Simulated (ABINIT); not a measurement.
# GaSb (I-4m2) in ABINIT: reference runs

Aim: a first look at GaSb with PBE, on the cell as given.

Everything below comes from runs of ABINIT 10.8.3 (patched build). Logs are shortened: lines on timing, memory, paths and dates and some standing lists are left out, and cuts for length are marked. The log counts tension as positive stress, the text compression.

## 1. The crystal as given

Symmetry: I-4m2, No. 119, tetragonal system. Conventional cell: a = 5.507 Å, b = 5.507 Å, c = 3.181 Å, α = 90.00°, β = 90.00°, γ = 90.00°. Sb (site symmetry -4m2) has 4 Ga at 2.87 Å and 2 Sb at 3.18 Å as nearest neighbours. Ga (site symmetry -4m2) is surrounded by 4 Sb at 2.87 Å and 2 Ga at 3.18 Å.

Measurements of this composition are mostly on another form, of space group No. 216.

## 2. Single point, PBE

run.abi

```
# Pseudopotentials
pp_dirpath "./"
pseudos "Sb.GGA_PBE-JTH.xml, Ga.GGA_PBE-JTH.xml"

# Structure
acell 3*1.0
rprim
    -5.2032361622     5.2032361622     3.0060005745
     5.2032361622    -5.2032361622     3.0060005745
     5.2032361622     5.2032361622    -3.0060005745
ntypat 2
znucl 51 31
natom 2
typat 1 2
xred
     0.0000000000     0.0000000000     0.0000000000
     0.7500000000     0.2500000000     0.5000000000

# Plane-wave basis
ecut 17.0
pawecutdg 34.0
pawxcdev 0

# k points
kptopt 1
ngkpt 10 10 10
nshiftk 1
shiftk 0.0 0.0 0.0

# Exchange and correlation
ixc 11

# Bands and occupations
nband 18
occopt 3
tsmear 0.05 eV

# SCF cycle
nstep 100
tolvrs 1.0e-9

# Output
iomode 3
prtwf 0
prteig 0
prtebands 0
prtden 1
prtvha 1
prtvclmb 1
prtpot 1
```

Potentials or basis: JTH PAW PBE v2.0.

Launch:

```
$ abinit run.abi > log 2>&1
```

run.abo:

```text
.Version 10.8.3 of ABINIT
 Symmetries : space group I-4 m 2 (#119); Bravais tI (body-center tetrag.)
================================================================================
 Values of the parameters that define the memory need of the present run
     intxc =       0    ionmov =       0      iscf =      17    lmnmax =      18
     lnmax =       6     mgfft =      30  mpssoang =       3    mqgrid =    3001
     natom =       2  nloc_mem =       2    nspden =       1   nspinor =       1
    nsppol =       1      nsym =       8    n1xccc =       1    ntypat =       2
    occopt =       3   xclevel =       2
       mpw =        1113          nfft =       27000          nkpt =         102
 PAW method is used; the additional fine FFT grid is defined by:
   mgfftf=        45    nfftf =     91125
================================================================================
================================================================================

--------------------------------------------------------------------------------
------------- Echo of variables that govern the present computation ------------
--------------------------------------------------------------------------------
 -outvars: echo values of preprocessed input variables --------
            acell      1.0000000000E+00  1.0000000000E+00  1.0000000000E+00 Bohr
              amu      1.21753000E+02  6.97230000E+01
             ecut      1.70000000E+01 Hartree
                       outvar_i_n : Printing only first  50 k-points.
              ixc          11
                       outvar_i_n : Printing only first  50 k-points.
         kptrlatt       10    0    0      0   10    0      0    0   10
          kptrlen      6.01200115E+01
            natom           2
            nband          18
            ngfft          30      30      30
          ngfftdg          45      45      45
             nkpt         102
            nstep         100
             nsym           8
           ntypat           2
                       prtocc : prtvol=0, do not print more k-points.
           occopt           3
        pawecutdg      3.40000000E+01 Hartree
         pawxcdev           0
        prtebands           0
           prteig           0
           prtpot           1
         prtvclmb           1
           prtvha           1
            prtwf           0
            rprim     -5.2032361622E+00  5.2032361622E+00  3.0060005745E+00
                       5.2032361622E+00 -5.2032361622E+00  3.0060005745E+00
                       5.2032361622E+00  5.2032361622E+00 -3.0060005745E+00
          spgroup         119
           tolvrs      1.00000000E-09
           tsmear      1.83746611E-03 Hartree
            typat      1  2
           useylm           1
                       outvars : Printing only first  50 k-points.
           xangst      0.0000000000E+00  0.0000000000E+00  0.0000000000E+00
                       8.2155598227E-17  2.7534339981E+00  7.9535349945E-01
            xcart      0.0000000000E+00  0.0000000000E+00  0.0000000000E+00
                       1.5525158036E-16  5.2032361622E+00  1.5030002872E+00
             xred      0.0000000000E+00  0.0000000000E+00  0.0000000000E+00
                       7.5000000000E-01  2.5000000000E-01  5.0000000000E-01
            znucl       51.00000   31.00000

================================================================================

 chkinp: Checking input parameters for consistency.

================================================================================
== DATASET  1 ==================================================================

--- !DatasetInfo
iteration_state: {dtset: 1, }
dimensions: {natom: 2, nkpt: 102, mband: 18, nsppol: 1, nspinor: 1, nspden: 1, mpw: 1113, }
cutoff_energies: {ecut:  17.0, pawecutdg:  34.0, }
electrons: {nelect:   2.80000000E+01, charge:   0.00000000E+00, occopt:   3.00000000E+00, tsmear:   1.83746611E-03, }
meta: {optdriver: 0, ionmov: 0, optcell: 0, iscf: 17, paral_kgb: 0, }
...

 Exchange-correlation functional for the present dataset will be:
  GGA: Perdew-Burke-Ernzerhof functional - ixc=11
  J.P.Perdew, K.Burke, M.Ernzerhof, PRL 77, 3865 (1996)

 Real(R)+Recip(G) space primitive vectors, cartesian coordinates (Bohr,Bohr^-1):
 R(1)= -5.2032362  5.2032362  3.0060006  G(1)=  0.0000000  0.0960940  0.1663340
 R(2)=  5.2032362 -5.2032362  3.0060006  G(2)=  0.0960940  0.0000000  0.1663340
 R(3)=  5.2032362  5.2032362 -3.0060006  G(3)=  0.0960940  0.0960940  0.0000000
 Unit cell volume ucvol=  3.2553383E+02 bohr^3
 Angles (23,13,12)=  9.82222294E+01  9.82222294E+01  1.35559189E+02 degrees

 Coarse grid specifications (used for wave-functions):

 getcut: wavevector=  0.0000  0.0000  0.0000  ngfft=  30  30  30
         ecut(hartree)=     17.000   => boxcut(ratio)=   2.03421

 Fine grid specifications (used for densities):

 getcut: wavevector=  0.0000  0.0000  0.0000  ngfft=  45  45  45
         ecut(hartree)=     34.000   => boxcut(ratio)=   2.10924

--- Pseudopotential description ------------------------------------------------
- pspini: atom type   1  psp file is ./Sb.GGA_PBE-JTH.xml
 Pseudopotential format is: paw10
 basis_size (lnmax)=  6 (lmn_size= 18), orbitals=   0   0   1   1   2   2
 Spheres core radius: rc_sph= 2.40089151
 Shapefunction is BESSEL type: shapef(r,l)=aa(1,l)*jl(q(1,l)*r)+aa(2,l)*jl(q(2,l)*r)
 Radius for shape functions =  2.00542650
 Compensation charge density is not taken into account in XC energy/potential

- pspini: atom type   2  psp file is ./Ga.GGA_PBE-JTH.xml
 Pseudopotential format is: paw10
 basis_size (lnmax)=  6 (lmn_size= 18), orbitals=   0   0   1   1   2   2
 Spheres core radius: rc_sph= 2.10359248
 Shapefunction is BESSEL type: shapef(r,l)=aa(1,l)*jl(q(1,l)*r)+aa(2,l)*jl(q(2,l)*r)
 Radius for shape functions =  1.80829011
 Compensation charge density is not taken into account in XC energy/potential

   1.37766554E+03                                ecore*ucvol(ha*bohr**3)
--------------------------------------------------------------------------------

[... 7 lines left out ...]

     iter   Etot(hartree)      deltaE(h)  residm     nres2
 ETOT  1  -160.84302783274    -1.608E+02 1.398E+01 1.288E+00
 ETOT  2  -161.69247753801    -8.494E-01 4.329E-02 4.991E-01
 ETOT  3  -161.68998872875     2.489E-03 4.945E-02 8.515E-02
 ETOT  4  -161.68989256122     9.617E-05 5.066E-03 8.207E-03
 ETOT  5  -161.68988207519     1.049E-05 4.856E-04 4.491E-04
 ETOT  6  -161.68988363396    -1.559E-06 6.761E-04 6.968E-05
 ETOT  7  -161.68988354558     8.838E-08 5.393E-05 2.168E-06
 ETOT  8  -161.68988356209    -1.651E-08 3.590E-04 1.976E-07
 ETOT  9  -161.68988356282    -7.337E-10 4.000E-05 7.018E-09
 ETOT 10  -161.68988356282     2.956E-12 6.957E-05 1.094E-09
 ETOT 11  -161.68988356282     9.663E-13 5.610E-05 9.619E-11

 At SCF step   11       nres2   =  9.62E-11 < tolvrs=  1.00E-09 =>converged.

 Cartesian components of stress tensor (hartree/bohr^3)
  sigma(1 1)= -7.42861650E-06  sigma(3 2)=  0.00000000E+00
  sigma(2 2)= -7.42861650E-06  sigma(3 1)=  0.00000000E+00
  sigma(3 3)=  2.41296802E-05  sigma(2 1)=  0.00000000E+00

--- !ResultsGS
iteration_state: {dtset: 1, }
comment   : Summary of ground state results
lattice_vectors:
- [ -5.2032362,   5.2032362,   3.0060006, ]
- [  5.2032362,  -5.2032362,   3.0060006, ]
- [  5.2032362,   5.2032362,  -3.0060006, ]
lattice_lengths: [   7.94880,    7.94880,    7.94880, ]
lattice_angles: [ 98.222,  98.222, 135.559, ] # degrees, (23, 13, 12)
lattice_volume:   3.2553383E+02
convergence: {deltae:  9.663E-13, res2:  9.619E-11, residm:  5.610E-05, diffor: null, }
etotal    :  -1.61689884E+02
entropy   :   0.00000000E+00
fermie    :   2.33045186E-01
cartesian_stress_tensor: # hartree/bohr^3
- [ -7.42861650E-06,   0.00000000E+00,   0.00000000E+00, ]
- [  0.00000000E+00,  -7.42861650E-06,   0.00000000E+00, ]
- [  0.00000000E+00,   0.00000000E+00,   2.41296802E-05, ]
pressure_GPa:  -9.0935E-02
xred      :
- [  0.0000E+00,   0.0000E+00,   0.0000E+00, Sb]
- [  7.5000E-01,   2.5000E-01,   5.0000E-01, Ga]
cartesian_forces: # hartree/bohr
- [  2.91090562E-29,   0.00000000E+00,   1.67954386E-29, ]
- [ -2.91090562E-29,   0.00000000E+00,  -1.67954386E-29, ]
force_length_stats: {min:   3.36069027E-29, max:   3.36069027E-29, mean:   3.36069027E-29, }
...

 Integrated electronic density in atomic spheres:
 ------------------------------------------------
 Atom  Sphere_radius  Integrated_density
    1        2.40089         12.43092012
    2        2.10359         10.96870241

================================================================================

 ----iterations are completed or convergence reached----

 Mean square residual over all n,k,spin=   36.890E-09; max=  56.102E-06
 reduced coordinates (array xred) for    2 atoms
       0.000000000000      0.000000000000      0.000000000000
       0.750000000000      0.250000000000      0.500000000000
 rms dE/dt=  2.6071E-28; max dE/dt=  4.0390E-28; dE/dt below (all hartree)
    1       0.000000000000      0.000000000000     -0.000000000000
    2       0.000000000000      0.000000000000     -0.000000000000

 cartesian coordinates (angstrom) at end:
    1      0.00000000000000     0.00000000000000     0.00000000000000
    2      0.00000000000000     2.75343399811466     0.79535349945379

 cartesian forces (hartree/bohr) at end:
    1      0.00000000000000     0.00000000000000     0.00000000000000
    2     -0.00000000000000     0.00000000000000    -0.00000000000000
 frms,max,avg= 1.9402954E-29 2.9109056E-29   0.000E+00  0.000E+00  0.000E+00 h/b

 cartesian forces (eV/Angstrom) at end:
    1      0.00000000000000     0.00000000000000     0.00000000000000
    2     -0.00000000000000     0.00000000000000    -0.00000000000000
 frms,max,avg= 9.9774003E-28 1.4968479E-27   0.000E+00  0.000E+00  0.000E+00 e/A
 length scales=  1.000000000000  1.000000000000  1.000000000000 bohr
              =  0.529177210544  0.529177210544  0.529177210544 angstroms
 Fermi (or HOMO) energy (hartree) =   0.23305   Average Vxc (hartree)=  -0.35372
 Eigenvalues (hartree) for nkpt= 102  k points:
 kpt#   1, nband= 18, wtk=  0.00100, kpt=  0.0000  0.0000  0.0000 (reduced coord)
  -0.83405   -0.83049   -0.83049   -0.82982   -0.82967   -0.31465   -0.31151   -0.31138
  -0.31059   -0.31059   -0.20529    0.12588    0.16525    0.16525    0.36072    0.41610
   0.49489    0.49489
      occupation numbers for kpt#   1
   2.00000    2.00000    2.00000    2.00000    2.00000    2.00000    2.00000    2.00000
   2.00000    2.00000    2.00000    2.00000    2.00000    2.00000    0.00000    0.00000
   0.00000    0.00000
 prteigrs : prtvol=0 or 1, do not print more k-points.

--- !EnergyTerms
iteration_state     : {dtset: 1, }
comment             : Components of total free energy in Hartree
kinetic             :  8.98501666564637E+00
hartree             :  4.50286705890746E+01
xc                  : -3.95694549655640E+00
Ewald energy        : -1.02828555358002E+02
psp_core            :  4.23201959326122E+00
local_psp           : -1.28903296737362E+02
PAW spherical_terms :  1.57533824426387E+01
internal            : -1.61689708301300E+02
'-kT*entropy'       : -1.75896133781387E-04
total_energy        : -1.61689884197434E+02
total_energy_eV     : -4.39980589096431E+03
...

--- !EnergyTermsDC
iteration_state     : {dtset: 1, }
comment             : '"Double-counting" decomposition of free energy'
band_energy         : -1.09806910079624E+01
Ewald energy        : -1.02828555358002E+02
psp_core            :  4.23201959326122E+00
xc_dc               : -4.42837594019338E+01
PAW spherical_terms : -7.82872149204423E+00
internal            : -1.61689707666682E+02
'-kT*entropy'       : -1.75896133781387E-04
total_energy_dc     : -1.61689883562815E+02
total_energy_dc_eV  : -4.39980587369546E+03
...

--- !EnergyTermsWithPAWCore
iteration_state     : {dtset: 1, }
comment             : 'Components of total free energy, including PAW core contributions'
Total energy        : -8.42564300948970E+03
Total energy DC     : -8.42564300885509E+03
Total energy (eV)   : -2.29273426301974E+05
Total energy DC (eV): -2.29273426284705E+05
...

 Cartesian components of stress tensor (hartree/bohr^3)
  sigma(1 1)= -7.42861650E-06  sigma(3 2)=  0.00000000E+00
  sigma(2 2)= -7.42861650E-06  sigma(3 1)=  0.00000000E+00
  sigma(3 3)=  2.41296802E-05  sigma(2 1)=  0.00000000E+00

-Cartesian components of stress tensor (GPa)         [Pressure= -9.0935E-02 GPa]
- sigma(1 1)= -2.18557443E-01  sigma(3 2)=  0.00000000E+00
- sigma(2 2)= -2.18557443E-01  sigma(3 1)=  0.00000000E+00
- sigma(3 3)=  7.09919701E-01  sigma(2 1)=  0.00000000E+00

== END DATASET(S) ==============================================================
================================================================================

 -outvars: echo values of variables after computation  --------
            acell      1.0000000000E+00  1.0000000000E+00  1.0000000000E+00 Bohr
           etotal     -1.6168988356E+02
            fcart      2.9109056188E-29  0.0000000000E+00  1.6795438551E-29
                      -2.9109056188E-29  0.0000000000E+00 -1.6795438551E-29
            rprim     -5.2032361622E+00  5.2032361622E+00  3.0060005745E+00
                       5.2032361622E+00 -5.2032361622E+00  3.0060005745E+00
                       5.2032361622E+00  5.2032361622E+00 -3.0060005745E+00
           strten     -7.4286165014E-06 -7.4286165014E-06  2.4129680172E-05
                       0.0000000000E+00  0.0000000000E+00  0.0000000000E+00
           xangst      0.0000000000E+00  0.0000000000E+00  0.0000000000E+00
                       8.2155598227E-17  2.7534339981E+00  7.9535349945E-01
             xred      0.0000000000E+00  0.0000000000E+00  0.0000000000E+00
                       7.5000000000E-01  2.5000000000E-01  5.0000000000E-01
 Calculation completed.
```

It took 70 s on 1 thread of Arm Neoverse V1, shared host; peak memory 0.17 GiB.

Results:

| Item | Value |
| --- | --- |
| Free energy | -4399.8059 eV |
| Pressure | -0.1 GPa |
| Band gap on the k mesh | none (metal or under the smearing width) |
| Valence electrons inside the program's atomic spheres | Sb 12.43; Ga 10.97 |

Levels at points of the mesh, in eV from the Fermi level:
| k point | band 11 | band 12 | band 13 | band 14 | band 15 | band 16 | band 17 | band 18 |
| --- | --- | --- | --- | --- | --- | --- | --- | --- |
| (0.00, 0.00, 0.00) | -11.93 | -2.92 | -1.84 | -1.84 | 3.47 | 4.98 | 7.13 | 7.13 |
| (0.50, 0.00, 0.00) | -8.30 | -5.59 | -2.43 | -1.47 | -1.12 | 2.44 | 3.29 | 5.15 |
| (0.50, 0.50, 0.00) | -10.46 | -8.00 | 0.01 | 1.81 | 2.16 | 2.38 | 4.54 | 6.56 |
| (0.50, 0.50, 0.50) | -9.31 | -5.87 | -4.94 | -4.94 | 3.42 | 4.97 | 10.39 | 10.39 |

The run has no spin-orbit coupling, so splittings on Sb are missing.
